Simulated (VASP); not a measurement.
Sb, 2 atoms in the cell. It takes space group R-3m (No. 166, trigonal). Conventional cell: a = 4.308 Å, b = 4.308 Å, c = 11.274 Å, α = 90.00°, β = 90.00°, γ = 120.00°. Sb (site symmetry 3m) has 3 Sb at 2.91 Å as nearest neighbours. 

- Program: VASP 6.6.1
- Task: relaxation of cell and atoms
- Functional: LDA
- Potentials or basis: VASP PAW LDA potentials, release 64 (Sb)
- Cutoff: 600 eV
- k mesh: 8 × 8 × 8
- Occupations: fermi-dirac, width 0.05 eV
- Spin: no spin polarisation
- Ladder: gaps
- Further INCAR settings: ALGO = Normal; EDIFF = 1e-07; IBRION = 2; EDIFFG = -0.01; NSW = 60; ISIF = 3

Potentials or basis: VASP PAW LDA potentials, release 64 (Sb).

Run with:

```sh
$ cat potpaw_LDA.64/Sb/POTCAR > POTCAR
$ mpirun -np 1 vasp_std > vasp.out
```

Hardware: 1 thread of AMD EPYC 7R13 Processor (Zen 3), with other jobs on the host.

Question: Estimate the wall time of this run.

Answer: Run time: 2.9 min on 1 thread of AMD EPYC 7R13 Processor (Zen 3), with other jobs on the host, peak memory 0.16 GiB. Counts: scf iterations 49, k points 65, ion steps 7.
